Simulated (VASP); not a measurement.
# Ga: molecular dynamics at constant energy

Ga, Cmcm (no. 63), 16 atoms in the cell. PBE, molecular dynamics; PAW potentials Ga (PBE set).

Ensemble: NVE; Starting temperature (K): 1000.

## Input

INCAR:
```
ALGO = Fast
ANDERSEN_PROB = 0.0
EDIFF = 1E-6
ENCUT = 200
GGA = PE
IBRION = 0
ISIF = 2
ISMEAR = -1
ISYM = 0
KPAR = 2
LASPH = True
LCHARG = False
LREAL = Auto
LWAVE = False
MDALGO = 1
NELM = 60
NELMIN = 4
NSW = 60
POTIM = 3.0
PREC = Normal
RANDOM_SEED = 440024 0 0
SIGMA = 0.05
TEBEG = 1000
```

KPOINTS:
```
k-points
0
Monkhorst-Pack
  2 2 2
```

POSCAR:
```
Ga
1.0
    5.8000000000      0.0000000000      0.0000000000
    0.0000000000      8.1300000000      0.0000000000
    0.0000000000      0.0000000000      6.3400000000
Ga
16
Direct
    0.0000000000      0.8670000000      0.3750000000
    0.0000000000      0.8670000000      0.8750000000
    0.5000000000      0.8670000000      0.3750000000
    0.5000000000      0.8670000000      0.8750000000
    0.2500000000      0.6330000000      0.1250000000
    0.2500000000      0.6330000000      0.6250000000
    0.7500000000      0.6330000000      0.1250000000
    0.7500000000      0.6330000000      0.6250000000
    0.2500000000      0.3670000000      0.3750000000
    0.2500000000      0.3670000000      0.8750000000
    0.7500000000      0.3670000000      0.3750000000
    0.7500000000      0.3670000000      0.8750000000
    0.0000000000      0.1330000000      0.1250000000
    0.0000000000      0.1330000000      0.6250000000
    0.5000000000      0.1330000000      0.1250000000
    0.5000000000      0.1330000000      0.6250000000
```

Commands:
```
cat potpaw_PBE.64/Ga/POTCAR > POTCAR
mpirun -np 2 vasp_std > vasp.out
```

## Result

- Rise of the mean potential energy above the start (meV/atom): 56.1
- Mean temperature (K): 542
- Electronic steps per ionic step after the first: 4.2

Course of the run:

| Time (fs) | Temperature (K) | Potential energy less the first (meV/atom) |
|---|---|---|
| 3 | 1005 | 0.0 |
| 18 | 931 | 9.0 |
| 30 | 713 | 35.4 |
| 45 | 456 | 66.6 |
| 57 | 417 | 71.3 |
| 72 | 504 | 60.7 |
| 84 | 564 | 53.4 |
| 99 | 565 | 53.3 |
| 111 | 517 | 59.2 |
| 126 | 429 | 69.8 |
| 138 | 367 | 77.3 |
| 153 | 350 | 79.5 |
| 165 | 400 | 73.3 |
| 180 | 516 | 59.3 |

The mean temperature lies below the starting 1000 K, since the atoms start on their sites and part of their kinetic energy turns into potential energy.

REPORT:
```
MDALGO =   1
         ANDERSEN_PROB =  0.00000000
               SCALING =       0
                 CNEXP =     9.000   14.000
           RANDOM_SEED =            440024                0                0

   original number of atomic DOF:         45
   number of independent constraints:      0
   number of active DOF:                  45

========================================
         MD step No.       1
========================================

  Atomic velocities initialized by STEP_tb

  >Energies
                    E_tot             E_pot             E_kin               EPS                ES
   e_b>   -0.45375168E+02   -0.47323082E+02    0.19479138E+01    0.00000000E+00    0.00000000E+00

  >Temperature
               T_sim     T_inst
   tmprt>   1000.000   1004.643

  >Thermostat, num. of collisions:                0

           RANDOM_SEED =            440024              192                0

[... steps left out ...]

========================================
         MD step No.      60
========================================

  >Energies
                    E_tot             E_pot             E_kin               EPS                ES
   e_b>   -0.45374275E+02   -0.46375029E+02    0.10007539E+01    0.00000000E+00    0.00000000E+00

  >Temperature
               T_sim     T_inst
   tmprt>   1000.000    516.142

  >Thermostat, num. of collisions:                0

           RANDOM_SEED =            440024             5856                0
```

OSZICAR:
```
N       E                     dE             d eps       ncg     rms          rms(c)
DAV:   1     0.729895571059E+02    0.72990E+02   -0.91929E+03   264   0.539E+02
DAV:   2    -0.403034336713E+02   -0.11329E+03   -0.10697E+03   317   0.112E+02
DAV:   3    -0.476840956065E+02   -0.73807E+01   -0.71094E+01   352   0.273E+01
DAV:   4    -0.477986038139E+02   -0.11451E+00   -0.11383E+00   328   0.314E+00
DAV:   5    -0.478006727970E+02   -0.20690E-02   -0.20642E-02   336   0.352E-01    0.850E+00
RMM:   6    -0.475087173944E+02    0.29196E+00   -0.50717E-02   264   0.127E+00    0.491E+00
RMM:   7    -0.473231424965E+02    0.18557E+00   -0.12206E-01   264   0.185E+00    0.417E-01
RMM:   8    -0.473229993469E+02    0.14315E-03   -0.77444E-03   264   0.341E-01    0.509E-02
RMM:   9    -0.473230628768E+02   -0.63530E-04   -0.87465E-04   269   0.937E-02    0.160E-02
RMM:  10    -0.473230792167E+02   -0.16340E-04   -0.13678E-04   268   0.313E-02    0.851E-03
RMM:  11    -0.473230808061E+02   -0.15895E-05   -0.22740E-05   262   0.135E-02    0.362E-03
RMM:  12    -0.473230815318E+02   -0.72563E-06   -0.62435E-06   205   0.518E-03
[... left out ...]
     58 T=   467. E= -.45374075E+02 F= -.46278971E+02 E0= -.46277331E+02  EK= 0.90490E+00 SP= 0.00E+00 SK= 0.00E+00
     59 T=   491. E= -.45374156E+02 F= -.46326953E+02 E0= -.46325522E+02  EK= 0.95280E+00 SP= 0.00E+00 SK= 0.00E+00
[... last step whole ...]
       N       E                     dE             d eps       ncg     rms          rms(c)
DAV:   1    -0.463749869752E+02   -0.48034E-01   -0.12972E-03   501   0.834E-01    0.452E-03
RMM:   2    -0.463750236822E+02   -0.36707E-04   -0.37261E-04   266   0.520E-02    0.157E-03
RMM:   3    -0.463750284847E+02   -0.48025E-05   -0.38125E-05   257   0.159E-02    0.119E-03
RMM:   4    -0.463750290356E+02   -0.55088E-06   -0.48286E-06   193   0.518E-03
     60 T=   516. E= -.45374275E+02 F= -.46375029E+02 E0= -.46373791E+02  EK= 0.10008E+01 SP= 0.00E+00 SK= 0.00E+00
```

Limits: 180 fs of 16 atoms are too short for converged averages.

VASP 6.6.1 took 597 s on 2 cores (AMD EPYC 7R43 (Zen 3)), a shared host.
